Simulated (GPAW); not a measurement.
# ZnO (zincite) (P6_3mc) in GPAW: further runs, part 2 of 2

GPAW 26.7.0. The steps go on from the part before.

## 3. Single point, PBE

run.py

```python
from ase.dft.bandgap import bandgap
from ase.io import read, write
from ase.units import GPa
from gpaw import GPAW, PW

atoms = read('POSCAR')

calc = GPAW(mode=PW(800),
            xc='PBE',
            kpts={'size': (9, 9, 5), 'gamma': True},
            occupations={'name': 'methfessel-paxton', 'order': 0, 'width': 0.03},
            nbands=31,
            convergence={'density': 1e-05, 'energy': 1e-05},
            maxiter=150,
            txt='gpaw.txt')
atoms.calc = calc
energy = atoms.get_potential_energy()
forces = atoms.get_forces()
stress = atoms.get_stress()
calc.write('gs.gpw')
write('result.traj', atoms)
print(f'Energy: {energy:.6f} eV')
print('Forces (eV/A):')
print(forces.round(4))
print('Stress (GPa):', (stress / GPa).round(3))
print('Fermi level:', round(calc.get_fermi_level(), 4), 'eV')
print(f'Gap: {bandgap(calc)[0]:.4f} eV, direct: {bandgap(calc, direct=True)[0]:.4f} eV')
```

POSCAR

```
ZnO
1.0
    3.2493080000      0.0000000000      0.0000000000
   -1.6246540000      2.8139832727      0.0000000000
    0.0000000000      0.0000000000      5.2057090000
Zn O
2 2
Direct
    0.6666666667      0.3333333333      0.0000000000
    0.3333333333      0.6666666667      0.5000000000
    0.3333333333      0.6666666667      0.8790100000
    0.6666666667      0.3333333333      0.3790100000
```

Potentials or basis: GPAW PAW data sets (gpaw-data 1.2.1), pw.

Started as:

```console
> OMP_NUM_THREADS=1 python run.py
```

gpaw.txt:

```text
__  _  _
 | _ |_)|_||  |
 |__||  | ||/\| - 26.7.0

Input parameters:
  mode=PW(ecut=800.0),
  convergence={'density': 1e-05, 'energy': 1e-05},
  kpts=MonkhorstPack(size=(9, 9, 5), gamma=True),
  maxiter=150,
  nbands=31,
  occupations=Occupations(name='methfessel-paxton', order=0, width=0.03),
  xc=XC(name='PBE')

Diagonalizing LCAO Hamiltonian
Converting LCAO to pw mode

        O

        Zn

           O

           Zn

Atoms  # Å, Bohr magnetons
|   | symbol |         x |        y |        z |    initial magnetic moments |
|---|--------|-----------|----------|----------|-----------------------------|
| 0 |     Zn |  1.624654 | 0.937994 | 0.000000 | ( 0.0000,  0.0000,  0.0000) |
| 1 |     Zn | -0.000000 | 1.875989 | 2.602854 | ( 0.0000,  0.0000,  0.0000) |
| 2 |      O | -0.000000 | 1.875989 | 4.575870 | ( 0.0000,  0.0000,  0.0000) |
| 3 |      O |  1.624654 | 0.937994 | 1.973016 | ( 0.0000,  0.0000,  0.0000) |

Unit cell  # Å
| periodic |         x |        y |        z |  lengths |     angles |
|----------|-----------|----------|----------|----------|------------|
|      yes |  3.249308 | 0.000000 | 0.000000 | 3.249308 |  90.000000 |
|      yes | -1.624654 | 2.813983 | 0.000000 | 3.249308 |  90.000000 |
|      yes |  0.000000 | 0.000000 | 5.205709 | 5.205709 | 120.000000 |

Number of symmetries: 6
Symmetry operations  # r_c * U_cc + t_c -> r_c
|   | kind |            matrix            |
|---|------|------------------------------|
| 0 |  σ   |  1, 1, 0,  0,-1, 0,  0, 0, 1 |
| 1 |  E   |  1, 0, 0,  0, 1, 0,  0, 0, 1 |
| 2 |  C3  |  0, 1, 0, -1,-1, 0,  0, 0, 1 |
[... 138 lines left out ...]
|---------|-|-------------|-------|-------|
|iter:   1| |  -21.607020 | +0.52 |       |
|iter:   2| |  -20.700880 | -1.48 | -0.98 |
|iter:   3| |  -18.484100 | -0.46 | -1.04 |
|iter:   4| |  -18.481906 | -2.99 | -1.62 |
|iter:   5| |  -18.487828 | -2.64 | -1.87 |
|iter:   6| |  -18.487940 | -4.42 | -2.91 |
|iter:   7| |  -18.488073c| -5.12 | -3.27 |
|iter:   8| |  -18.488099c| -5.57 | -3.64 |
|iter:   9| |  -18.488098c| -6.74 | -4.16 |
|iter:  10| |  -18.488098c| -7.96c| -4.78 |
|iter:  11| |  -18.488098c| -7.84c| -5.04c|

Converged in 11 steps
Energy contributions relative to reference atoms: (reference = -101804.357908)

Energy contributions:
  Kinetic:          43.509464
  Coulomb:         -38.235230
  Zero:              0.407505
  External:          0.000000
  Xc:              -24.169837
  Entropy:          -0.000000
  Spinorbit:         0.000000
  ----------------------------
  Free energy:     -18.488098
  Extrapolated:    -18.488098

dipole moment: (0.000002, -0.000001, -8.264196)  # |e|*Ang

Fermi level: 4.034
Eigenvalues  # (at kpt = [0.000, 0.000, 0.000])
| band index |      eig [eV] | occ [0-2] |
|------------|---------------|-----------|
|          0 |       -14.133 |     2.000 |
|        ... |               |           |
|         10 |        -0.367 |     2.000 |
|         11 |        -0.367 |     2.000 |
|         12 |        -0.100 |     2.000 |
|         13 |         3.106 |     2.000 |
|         14 |         3.106 |     2.000 |
|         15 |         3.844 |     2.000 |
[... 8 lines left out ...]
|         24 |        18.037 |     0.000 |
|         25 |        18.037 |     0.000 |
|        ... |               |           |
|         30 |        23.812 |     0.000 |

Gap: 0.796 eV
Transition (v -> c):
  (s=0, k=0, n=17, [0.00, 0.00, 0.00]) -> (s=0, k=0, n=18, [0.00, 0.00, 0.00])
No difference between direct/indirect transitions

Forces  # eV/Ang
|        x |        y |        z |
|----------|----------|----------|
| -0.00000 |  0.00000 | -0.07235 |  # Zn   0
|  0.00000 |  0.00000 | -0.07251 |  # Zn   1
| -0.00000 | -0.00000 |  0.07263 |  # O    2
|  0.00000 |  0.00000 |  0.07238 |  # O    3

Stress tensor  # eV/Ang^3
|         x |         y |         z |
|-----------|-----------|-----------|
| -0.028099 |  0.000000 |  0.000000 |
|  0.000000 | -0.028099 |  0.000000 |
|  0.000000 |  0.000000 | -0.038782 |

# Writing to gs.gpw (mode='')
```

stdout:

```text
Energy: -18.488098 eV
Forces (eV/A):
[[-0.      0.     -0.0724]
 [ 0.      0.     -0.0725]
 [-0.     -0.      0.0726]
 [ 0.      0.      0.0724]]
Stress (GPa): [-4.502 -4.502 -6.214  0.     0.     0.   ]
Fermi level: 4.0344 eV
Gap: 0.7962 eV, direct: 0.7962 eV
```

Wall time 79 s (1 thread of Arm Neoverse V2, shared host); peak memory 0.24 GiB.

What came out:

```
Free energy            : -18.4881 eV
Pressure               : 5.1 GPa
Largest force          : 0.073 eV/Å
Band gap on the k mesh : 0.80 eV, direct
```

Forces in eV/Å, atoms in the order of the input:
```
Zn   0.000  0.000 -0.072
Zn   0.000  0.000 -0.073
O    0.000  0.000  0.073
O    0.000  0.000  0.072
```

Stress tensor (GPa, compression positive):
```
4.50 0.00 0.00
0.00 4.50 0.00
0.00 0.00 6.21
```

Levels at points of the mesh, in eV from the valence-band top:
```
           k point  band 14  band 15  band 16  band 17  band 18  band 19  band 20  band 21  band 22  band 23
(0.00, 0.00, 0.00)    -0.81    -0.81    -0.07     0.00     0.00     0.80     5.22     8.26    12.85    12.85
```

## 4. Relaxation of cell and atoms, TPSS

run.py

```python
from ase.filters import FrechetCellFilter
from ase.io import read, write
from ase.optimize import BFGS
from gpaw import GPAW, PW

atoms = read('ZnO.xyz')

calc = GPAW(mode=PW(800),
            xc='MGGA_X_TPSS+MGGA_C_TPSS',
            kpts={'size': (6, 6, 3), 'gamma': True},
            occupations={'name': 'fermi-dirac', 'width': 0.05},
            nbands=31,
            convergence={'density': 1e-06, 'energy': 1e-06, 'eigenstates': 1e-10},
            eigensolver='davidson',
            maxiter=150,
            txt='gpaw.txt')
atoms.calc = calc
opt = BFGS(FrechetCellFilter(atoms), trajectory='relax.traj', logfile='-')
done = opt.run(fmax=0.02, steps=60)
calc.write('gs.gpw')
write('result.traj', atoms)
print('Converged:', done)
print('Cell:', atoms.cell.cellpar().round(4))
print('Volume:', round(atoms.get_volume(), 4))
print(atoms.get_scaled_positions().round(5))
```

ZnO.xyz

```xyz
4
Lattice="3.2493080000 0.0000000000 0.0000000000 -1.6246540000 2.8139832727 0.0000000000 0.0000000000 0.0000000000 5.2057090000" Properties=species:S:1:pos:R:3 pbc="T T T"
Zn     1.6246540002      0.9379944241      0.0000000000
Zn    -0.0000000002      1.8759888486      2.6028545000
O     -0.0000000002      1.8759888486      4.5758702681
O      1.6246540002      0.9379944241      1.9730157681
```

Started as:

```console
> OMP_NUM_THREADS=1 python run.py
```

It took 11 min on 1 thread of Intel Xeon Platinum 8488C (Sapphire Rapids), shared host; peak memory 0.74 GiB.

It converged, with:

```yaml
Free_energy: -37.6128 eV
Relaxed_volume: 12.23 Å³/atom
Relaxed_cell: a = 3.277 Å, b = 3.277 Å, c = 5.259 Å, α = 90.00°, β = 90.00°, γ = 120.00°
Space_group_after_relaxing_to_0.05_Å: P6_3mc (No. 186)
Energy_gained_by_relaxing: 4.2 meV/atom
Ionic_steps: 6
Pressure_after_relaxing: -0.1 GPa
Largest_force_after_relaxing: 0.007 eV/Å
Band_gap_on_the_k_mesh: 0.67 eV, direct
```

Forces in eV/Å, atoms in the order of the input:
```
Zn   0.000  0.000  0.007
Zn   0.000  0.000  0.007
O    0.000  0.000 -0.007
O    0.000  0.000 -0.007
```

Step by step:
| step | energy change (eV) | largest force (eV/Å) | pressure (GPa) | volume (Å³) |
| --- | --- | --- | --- | --- |
| 1 | 0.0000 | 0.0846 | 3.86 | 47.60 |
| 2 | -0.0037 | 0.0626 | 3.39 | 47.74 |
| 3 | -0.0161 | 0.0462 | 0.49 | 48.72 |
| 4 | -0.0164 | 0.0430 | 0.23 | 48.82 |
| 5 | -0.0167 | 0.0242 | -0.04 | 48.91 |
| 6 | -0.0168 | 0.0071 | -0.07 | 48.92 |

Final structure:
```
CELL_PARAMETERS angstrom
3.27742 0.00000 0.00000
-1.63871 2.83833 0.00000
0.00000 0.00000 5.25921
ATOMIC_POSITIONS crystal
Zn 0.66667 0.33333 0.99901
Zn 0.33333 0.66667 0.49903
O 0.33333 0.66667 0.88002
O 0.66667 0.33333 0.37997
```

Levels at points of the mesh, in eV from the valence-band top:
```csv
k point,band 14,band 15,band 16,band 17,band 18,band 19,band 20,band 21,band 22,band 23
"(0.00, 0.00, 0.00)",-0.77,-0.77,-0.09,0.00,0.00,0.67,5.16,8.16,12.92,12.92
"(0.50, 0.50, 0.00)",-3.48,-2.74,-2.21,-1.24,-0.83,5.71,6.82,7.58,8.44,10.55
```

Caveat: the k mesh is coarse; later steps reuse the first step's grids; the PAW data sets were made with another functional, which shifts forces and pressure a little.

## 5. The runs side by side

```tsv
task	level	cell	k mesh	smearing	eigensolver	optimizer	fmax	max steps	gap on the mesh (eV)	pressure (GPa)	largest force (eV/Å)
single point	PBE	as given	9 × 9 × 5	gaussian 0.012 eV	-	-	-	-	0.80	5.1	0.07
single point	PBE	as given	9 × 9 × 5	gaussian 0.03 eV	-	-	-	-	0.80	5.1	0.07
relaxation of cell and atoms	TPSS	relaxed	6 × 6 × 3	fermi-dirac 0.05 eV	davidson	BFGS	0.02 eV/Å	60	0.67	-0.1	0.01
```

Alike in all rows: potentials or basis GPAW PAW data sets (gpaw-data 1.2.1), pw; no spin polarisation; cutoff (eV) 800.

Caveats: later steps reuse the first step's grids (some runs); the PAW data sets were made with another functional, which shifts forces and pressure a little (some runs).

Total energies depend on the potentials used, so only differences within one code and one set of settings carry meaning.

## 6. How close it comes

Step 2. Against the measured gap of ZnO, 3.37 eV (quoted in “Electronic structure of alkaline earth and post-transition metal oxides”, 2009, arxiv:0908.1581), the calculated 0.80 eV is off by -2.57 eV. So large a miss can be the level of theory's own, or it may mean another phase, state or a wrong row. The value is that of PBE, without temperature or zero-point motion. Semilocal functionals fall short of measured gaps as a rule.

Step 3. Measured gap of ZnO: 3.37 eV (quoted in “Electronic structure of alkaline earth and post-transition metal oxides”, 2009, arxiv:0908.1581). This calculation gives 0.80 eV (-2.57 eV). So large a miss can be the level of theory's own, or it may mean another phase, state or a wrong row. The value is that of PBE, without temperature or zero-point motion. Semilocal functionals fall short of measured gaps as a rule.
